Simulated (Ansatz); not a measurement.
Theory: DFT PBEsol, scalar-relativistic, plane waves, PAW in Ansatz.

Plane waves to 420 eV, a k mesh through Γ of 9×9×6 on the computed 3-atom cell and Gaussian smearing (0.02 eV); no spin polarisation.

Structure with the computed forces (eV/Å) in the last three columns:

```xyz
3
Lattice="3.6049 0.0000 0.0000 -1.8025 3.1220 0.0000 0.0000 0.0000 5.5865" Properties=species:S:1:pos:R:3:forces:R:3 pbc="T T T" pressure_GPa=7.51
Sn    0.0000    0.0000    0.0000    0.0000    0.0000    0.0000
S     1.8025    1.0407    1.3996    0.0000    0.0000    1.0060
S     0.0000    2.0813    4.1870    0.0000    0.0000   -1.0060
```

Stress tensor (GPa, compression positive):

```
6.78 0.00 0.00
0.00 6.78 0.00
0.00 0.00 8.97
```

 The cell holds layers, and where no dispersion correction was added their binding is poorly described.